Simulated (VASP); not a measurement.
A run of VASP 6.6.1 is set up as follows.

Contents of INCAR:

```
PREC = Accurate
ENCUT = 520
EDIFF = 1E-6
ISMEAR = 0
SIGMA = 0.05
LREAL = F
LASPH = T
NELM = 80
ALGO = Fast
ISIF = 2
LWAVE = F
LCHARG = F
GGA = MK
LUSE_VDW = T
AGGAC = 0.0
PARAM1 = 0.1234
PARAM2 = 0.711357
ZAB_VDW = -1.8867
IBRION = 2
NSW = 60
EDIFFG = -0.01
KPAR = 2
```

KPOINTS

```
regular mesh
0
Gamma
  10 10 8
```

File POSCAR:

```
PtSe2
1.0
    3.7240000000      0.0000000000      0.0000000000
   -1.8620000000      3.2250786000      0.0000000000
    0.0000000000      0.0000000000      5.3151000000
Pt Se
1 2
Direct
    0.0000000000      0.0000000000      0.0000000000
    0.3333333300      0.6666666700      0.2380952400
    0.6666666700      0.3333333300      0.7619047600
```

Potentials or basis: VASP PAW PBE potentials, release 64 (Pt, Se).

Command:

```bash
$ cat potpaw_PBE.64/Pt/POTCAR potpaw_PBE.64/Se/POTCAR > POTCAR
$ mpirun -np 2 vasp_std > vasp.out
```

Task: Predict the energy gained by relaxing.

Result: 16.6 meV/atom.

Task: Predict the band gap on the k mesh.

Result: None (metal or under the smearing width).

Stress tensor (GPa, compression positive):
```
 1.51  0.00  0.00
 0.00  1.51  0.00
 0.00  0.00 -1.01
```

Caveat: the PAW data sets were made with another functional, which shifts forces and pressure a little. The run has no spin-orbit coupling, so splittings on Pt are missing.
